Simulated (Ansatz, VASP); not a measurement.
# One calculation of PtS2, two programs

Contents of INCAR:

```
SYSTEM = PtS2
PREC = Accurate
ENCUT = 600
EDIFF = 1E-6
ISMEAR = 0
SIGMA = 0.1
LREAL = .FALSE.
LASPH = .TRUE.
NELM = 100
ALGO = Normal
ISIF = 3
LWAVE = .FALSE.
LCHARG = .FALSE.
IBRION = 2
NSW = 100
EDIFFG = -0.05
```

The input KPOINTS:

```
Automatic mesh
0
G
  6 6 4
  0 0 0
```

The input POSCAR:

```
PtS2
1.0
    3.5431994758      0.0000000000      0.0000000000
   -1.7715997379      3.0685007567      0.0000000000
    0.0000000000      0.0000000000      5.0388000000
Pt S
1 2
Direct
    0.0000000000      0.0000000000      0.0000000000
    0.3333333333      0.6666666667      0.2500000000
    0.6666666667      0.3333333333      0.7500000000
```

Input for Ansatz:

```yaml
crystal:
  lattice:
    - [3.5431994758, 0.0, 0.0]
    - [-1.7715997379, 3.0685007567, 0.0]
    - [0.0, 0.0, 5.0388]
  atoms:
    - { symbol: Pt, position: [0.0, 0.0, 0.0] }
    - { symbol: S, position: [0.3333333333, 0.6666666667, 0.25] }
    - { symbol: S, position: [0.6666666667, 0.3333333333, 0.75] }
basis:
  ecutwfc: 420
kpoints:
  mp_grid: { grid: [6, 6, 4] }
hamiltonian:
  xc: lda
scf:
  occupations: { method: gaussian, width: 0.1 }
output:
  forces: true
  stress: true
  eigenvalues: true
relax:
  adjacent_minimum: "off"
  f_tol: 0.05
  max_steps: 80
  cell: { stress_tol: 0.5 }
```

Alike in both runs: task relaxation of cell and atoms; functional LDA; k mesh 6 × 6 × 4; occupations gaussian, width 0.1 eV; no spin polarisation.

|  | VASP | Ansatz |
| --- | --- | --- |
| version | VASP 6.6.1 | Ansatz 0.2.0 |
| potentials or method | VASP PAW LDA potentials, release 64 (Pt, S) | scalar-relativistic, plane waves, PAW |
| plane-wave cutoff (eV) | 600 | 420 |
| valence electrons in the cell | 22 | 30 |

Ansatz gave:

```
gap on the k mesh at the Fermi level, each at its own relaxed structure (eV) : none
relaxed volume (Å³/atom)                                                     : 16.77
relaxed cell length with the largest relative difference (Å)                 : 4.581
energy change over the relaxation (meV/atom)                                 : -26
```

Which values does VASP return?

gap on the k mesh at the Fermi level, each at its own relaxed structure (eV): none; relaxed volume (Å³/atom): 16.71; relaxed cell length with the largest relative difference (Å): 4.558; energy change over the relaxation (meV/atom): -25.

A gap of «none» marks a metal or a gap that the smearing closes. The two sets of potentials don't hold the same shells in valence.

 Zero-point motion and thermal expansion aren't in these numbers. LDA usually gives volumes a few per cent too small.
